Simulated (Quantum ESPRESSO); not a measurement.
Crystal: LiH.

```
CELL_PARAMETERS angstrom
0.00000 2.03675 2.03675
2.03675 0.00000 2.03675
2.03675 2.03675 0.00000
ATOMIC_POSITIONS crystal
Li 0.00000 0.00000 0.00000
H 0.50000 0.50000 0.50000
```

Base run:

```yaml
Program: Quantum ESPRESSO 7.5
Functional: PBE
Potentials_or_basis: SG15 PBE 1.2
Cutoff: 952 eV
Density_cutoff: 3810 eV
k_mesh: 8 × 8 × 8
Occupations: fermi-dirac, width 0.05 eV
Spin: no spin polarisation
```

Its results: band gap on the k mesh 3.02 eV, direct; pressure -1.7 GPa.

Problem. The run is repeated on the same cell with these changes: functional from PBE to r2SCAN. What comes out?

Solution. Band gap on the k mesh 3.68 eV, direct; pressure -1.4 GPa.

r2SCAN gives the wider gap, since meta-GGAs in the generalised Kohn-Sham scheme recover part of the derivative discontinuity.

Caveats: the potentials were made for another functional, which shifts forces and pressure (some runs).

Not every run made on this cell is shown here.
